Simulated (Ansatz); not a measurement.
Se, DFT, LDA, all-electron PAW with datasets made for the crystal, scalar-relativistic (Ansatz 0.2.0), run on 1 thread of Arm Neoverse V1 on a shared host.

The cell comes from COD entry 9012501, which wasn't checked; take it as a given geometry. The listed cell was then made from it by scaling, straining or moving an atom.

Command: `ansatz run input.yaml --threads 1 --pin off --max-ram 4096MiB --backend cpu --events-out ev --progress --plain --runs-dir out`

```yaml
crystal:
  lattice:
    - [4.4535239479, 0.0, 0.0]
    - [-2.226761974, 3.8568648753, 0.0]
    - [0.0, 0.0, 4.9536]
  atoms:
    - { symbol: Se, position: [0.2254, 0.0, 0.3333333333] }
    - { symbol: Se, position: [0.0, 0.2254, 0.6666666667] }
    - { symbol: Se, position: [0.7746, 0.7746, 0.0] }
kpoints:
  mp_grid: { grid: [6, 6, 5] }
scf:
  occupations: { method: fermi_dirac, width: 0.03 }
hamiltonian:
  xc: lda
  pseudopotentials: { kind: all_electron, datasets: crystal }
output:
  forces: true
  stress: true
  eigenvalues: true
  efg: { contact_densities: true }
```

Task: How large is the problem that the program sets up?

Result: 27 irreducible k-points, 563 plane waves at Γ, 13 bands.

Task: About how long does it take, and how much memory does it use?

Result: 6.9 s of wall time for 7 SCF iterations, with a peak of 0.39 GiB. Times on shared machines scatter by tens of per cent.

Task: And the same cell and mesh by PAW with the default files, asked for forces, stress, eigenvalues, efg, on the same hardware?

Result: 7 s, peak memory 0.32 GiB.
